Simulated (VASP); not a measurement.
Write the native input for VASP 6.6.1 that does the following.

```yaml
Task: single point
Functional: PBEsol
Potentials_or_basis: VASP PAW PBE potentials, release 64 (Pb_d, S)
Cutoff: 520 eV
k_mesh: 1 × 1 × 1
Occupations: fermi-dirac, width 0.02 eV
Spin: no spin polarisation
Dipole_correction: no
Further_INCAR_settings: LREAL = Auto; ALGO = Normal; EDIFF = 1e-06; NBANDS = 94
```

The structure of PbS lies in POSCAR:

```
PbS
1.0
    0.0000000000     -6.0087500600     -6.0123615800
    0.0000000000     -6.0087500600      6.0123615800
  -11.2982770800      0.0000000000      0.0000000000
Pb S
8 8
Direct
    0.3703996075      0.3724285939      0.3735766940
    0.3753816724      0.8702684088      0.3769403928
    0.8811782656      0.3810877505      0.3734706602
    0.8739568179      0.8853548350      0.3788894510
    0.1240590809      0.1354171803      0.6193759412
    0.1210324191      0.6313744800      0.6268421238
    0.6365907785      0.1298115438      0.6200136490
    0.6179378347      0.6240301163      0.6277589892
    0.1147823474      0.1316377874      0.3945765331
    0.1151381206      0.6371837358      0.4056605239
    0.6239868657      0.1417059913      0.4033694667
    0.6139488887      0.6152901254      0.4039641591
    0.3512548399      0.3828427604      0.5957042788
    0.3721962832      0.8727827765      0.5962619745
    0.8685664847      0.3842369977      0.5988517499
    0.8613803468      0.8806025773      0.6000859204
```

The input as run:

INCAR

```
PREC     = Accurate       # precision mode
ENCUT    = 520            # plane-wave cutoff, eV
EDIFF    = 1E-6           # SCF threshold, eV
ISMEAR   = -1             # smearing method
SIGMA    = 0.02           # smearing width, eV
LREAL    = Auto         
LASPH    = T              # aspherical terms in the spheres
NELM     = 100            # most SCF steps
ALGO     = Normal         # electronic algorithm
ISIF     = 2              # what is computed and relaxed
LWAVE    = F              # write WAVECAR
LCHARG   = T              # write CHGCAR
GGA      = PS             # functional
LELF     = T              # ELF
LVHAR    = T            
NBANDS   = 94             # bands
```

KPOINTS

```
Automatic mesh
0
Gamma
  1 1 1
```

Potentials or basis: VASP PAW PBE potentials, release 64 (Pb_d, S).

Launch:

```console
$ cat potpaw_PBE.64/Pb_d/POTCAR potpaw_PBE.64/S/POTCAR > POTCAR
$ mpirun -np 1 vasp_gam > vasp.out
```

Results of the run:

```yaml
Largest_force: 1.093 eV/Å
Band_gap_on_the_k_mesh: 2.03 eV
```

Caveat: the PAW data sets were made with another functional, which shifts forces and pressure a little; spin-orbit coupling is left out, which as a rule narrows the gap of such compounds by several tenths of an eV.

It took 78 s on 1 thread of Intel(R) Xeon(R) 6975P-C (Granite Rapids), with other jobs on the host, peak memory 0.63 GiB.
